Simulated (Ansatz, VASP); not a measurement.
## One calculation of Zr, two programs

```
Zr
1.0
    -1.83382    1.83382    1.83382
     1.83382   -1.83382    1.83382
     1.83382    1.83382   -1.83382
Zr
1
Cartesian
  0.0000 0.0000 0.0000
```

Change from the starting cell: volume scaled by 1.04.

Alike in both runs: task single point; functional PBE; k mesh 10 × 10 × 10; occupations fermi-dirac, width 0.05 eV; no spin polarisation.

```csv
,VASP,Ansatz
version,VASP 6.6.1,Ansatz 0.2.0
potentials or method,"VASP PAW PBE potentials, release 64 (Zr_sv), cutoff 520 eV","all-electron LAPW, scalar-relativistic"
```

|  | VASP | Ansatz | Ansatz less VASP |
| --- | --- | --- | --- |
| gap on the k mesh at the Fermi level (eV) | none | none | - |
| pressure (GPa) | -6.1 | -6.1 | -0.01 |

A gap of «none» marks a metal or a gap that the smearing closes. Ansatz ran all-electron here, so the differences hold the error of VASP's frozen core and of both bases.
